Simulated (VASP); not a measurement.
Here is a VASP 6.6.1 calculation.

The input INCAR:

```
PREC = Accurate ; ENCUT = 520
EDIFF = 1E-6 ; ISMEAR = -1
SIGMA = 0.1 ; LREAL = False
LASPH = True ; NELM = 100
ALGO = Normal ; ISIF = 2
LWAVE = False ; LCHARG = False
GGA = PE ; NBANDS = 11
```

Contents of KPOINTS:

```
regular mesh
0
Gamma
  5 5 5
```

POSCAR

```
Hf
1.0
   -1.8050000000      1.8050000000      1.8050000000
    1.8050000000     -1.8050000000      1.8050000000
    1.8050000000      1.8050000000     -1.8050000000
Hf
1
Direct
    0.0000000000      0.0000000000      0.0000000000
```

Potentials or basis: VASP PAW PBE potentials, release 64 (Hf_pv).

Launch:

```console
$ cat potpaw_PBE.64/Hf_pv/POTCAR > POTCAR
$ mpirun -np 1 vasp_std > vasp.out
```

What does it give for the pressure?

-6.4 GPa.

Estimate the band gap on the k mesh.

none (metal or under the smearing width).

Caveat: the k mesh is coarse (spacing up to 0.49 Å⁻¹), so the values aren't converged. The run has no spin-orbit coupling, so splittings on Hf are missing.
